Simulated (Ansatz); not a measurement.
Crystal: Pt.

```
Pt
1.0
     0.00000    1.96090    1.96090
     1.96090    0.00000    1.96090
     1.96090    1.96090    0.00000
Pt
1
Cartesian
  0.0000 0.0000 0.0000
```

Program: Ansatz 0.2.0. Alike in all runs: potentials or basis Ansatz PAW; cell as given.

Q: Order these runs on this cell by their pressure, lowest first.
A. level revPBE+D3(BJ); spin non-collinear, random start, SOC; k mesh 12 × 12 × 12; cutoff (eV) 420; smearing tetrahedron; other keys scf.occupations.width = left out; …
B. level PBEsol; spin SOC, no magnetisation; k mesh 9 × 9 × 9; cutoff (eV) 420; smearing fermi-dirac 0.05 eV; points for each segment of the path 14
C. level RPBE; spin off; k mesh 12 × 12 × 12; cutoff (eV) 420; smearing fermi-dirac 0.05 eV; points for each segment of the path 14
D. level PBE; spin off; k mesh 12 × 12 × 12; cutoff (eV) 420; smearing gaussian 0.019 eV
E. level r2SCAN; spin off; k mesh 12 × 12 × 12; cutoff (eV) 500; smearing fermi-dirac 0.05 eV; points for each segment of the path 14

A: A (-2.8 GPa), B (-0.9 GPa), E (4.1 GPa), D (10.2 GPa), C (14.5 GPa).

Caveats: the PAW data sets come from PBE, with cores solved anew for the run's functional, which leaves a small shift of forces and pressure (some runs); pairwise dispersion overbinds metals, which lowers pressure and volume (some runs); with tetrahedron occupations forces and stress needn't match the slope of the energy (some runs); the starting moments weren't kept (some runs); the thresholds are loose for stress (some runs).
